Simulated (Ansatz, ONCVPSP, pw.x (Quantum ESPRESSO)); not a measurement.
## What a changed setting does to a pw.x run (sc Ta)

Potential: optimised norm-conserving Vanderbilt (ONCV), ONCVPSP 4.0.1, PBE; core [Kr] 4d10 4f14, reference 5s2 5p6 5d3 6s2; waves: 5s+6s: rc 1.80 bohr, ncon 3, nbas 8, qcut 6.4 1/bohr, 2 projectors; 5p: rc 2.00 bohr, ncon 3, nbas 7, qcut 7.1 1/bohr, 1 projector; 5d: rc 2.90 bohr, ncon 4, nbas 9, qcut 6 1/bohr, 2 projectors, debl 3 Ha; f scattering state at 0.04 Ha: rc 2.90 bohr, ncon 4, nbas 7, qcut 4.6 1/bohr, 2 projectors, debl 0.8 Ha; local part: polynomial inside 1.65 bohr (lpopt 5, dvloc0 -1 Ha); core correction: Teter function, fcfact 2.25, rcfact 1.55.

The reference run (k-mesh 12³, cutoffs 50/200 Ry, Fermi–Dirac 0.01 Ry, mixing_beta 0.4, conv_thr 1e-9, no spin) gives 1.02 GPa at 20.376 Å³/atom, where all-electron LAPW gives 1.79 GPa. This run, with its own iteration cap, changes k-mesh points per axis to 4.

```
&control
  calculation='scf', prefix='x', pseudo_dir='./', outdir='./tmp', tstress=.true., disk_io='none'
/
&system
  ibrav=0, nat=1, ntyp=1, ecutwfc=50, ecutrho=200, nbnd=14,
  occupations='smearing', smearing='fd', degauss=0.01
/
&electrons
  conv_thr=1e-09, mixing_beta=0.4, electron_maxstep=50
/
ATOMIC_SPECIES
Ta 1.0 Ta.UPF
CELL_PARAMETERS angstrom
  2.73132247 0.00000000 0.00000000
  0.00000000 2.73132247 0.00000000
  0.00000000 0.00000000 2.73132247
ATOMIC_POSITIONS crystal
Ta 0.0000 0.0000 0.0000
K_POINTS automatic
4 4 4 0 0 0
```

```bash
pw.x < Ta.scf.in > Ta.scf.out
```

Task: How does the run end?

Result: It converges in 9 iterations; the free energy moves by +340.7 meV/atom and the pressure by +0.77 GPa.

```
Message from routine setup:
     using ibrav=0 with symmetry is DISCOURAGED, use correct ibrav instead
     lattice parameter (alat)  =       5.1615  a.u.
     unit-cell volume          =     137.5041 (a.u.)^3
     number of electrons       =        13.00
     number of Kohn-Sham states=           14
     kinetic-energy cutoff     =      50.0000  Ry
     charge density cutoff     =     200.0000  Ry
     scf convergence threshold =      1.0E-09
     Exchange-correlation= PBE
     number of k points=    10  Fermi-Dirac smearing, width (Ry)=  0.0100
     iteration #  1     ecut=    50.00 Ry     beta= 0.40
     total energy              =    -124.53164650 Ry
     estimated scf accuracy    <       0.01605274 Ry
     iteration #  2     ecut=    50.00 Ry     beta= 0.40
     total energy              =    -124.53225439 Ry
     estimated scf accuracy    <       0.00242183 Ry
     iteration #  3     ecut=    50.00 Ry     beta= 0.40
     total energy              =    -124.53258694 Ry
     estimated scf accuracy    <       0.00020949 Ry
     [... 3 iterations left out ...]
     iteration #  7     ecut=    50.00 Ry     beta= 0.40
     total energy              =    -124.53259773 Ry
     estimated scf accuracy    <       0.00000003 Ry
     iteration #  8     ecut=    50.00 Ry     beta= 0.40
     total energy              =    -124.53259773 Ry
     estimated scf accuracy    <          1.2E-09 Ry
     iteration #  9     ecut=    50.00 Ry     beta= 0.40
     the Fermi energy is    16.0343 ev
!    total energy              =    -124.53259773 Ry
     estimated scf accuracy    <          1.5E-11 Ry
     smearing contrib. (-TS)   =      -0.00793329 Ry
     The total energy is F=E-TS. E is the sum of the following terms:
     one-electron contribution =     -26.67388171 Ry
     hartree contribution      =      17.98936717 Ry
     xc contribution           =     -22.93929028 Ry
     ewald contribution        =     -92.90085962 Ry
     convergence has been achieved in   9 iterations
          total   stress  (Ry/bohr**3)                   (kbar)     P=       17.88
     Message from routine punch:
     Nothing written, as per user request (disk_io='none')
```

The run took about 1.7 s on one core of a shared host (Intel(R) Xeon(R) 6975P-C, 192 threads, 378 GiB, load 50).
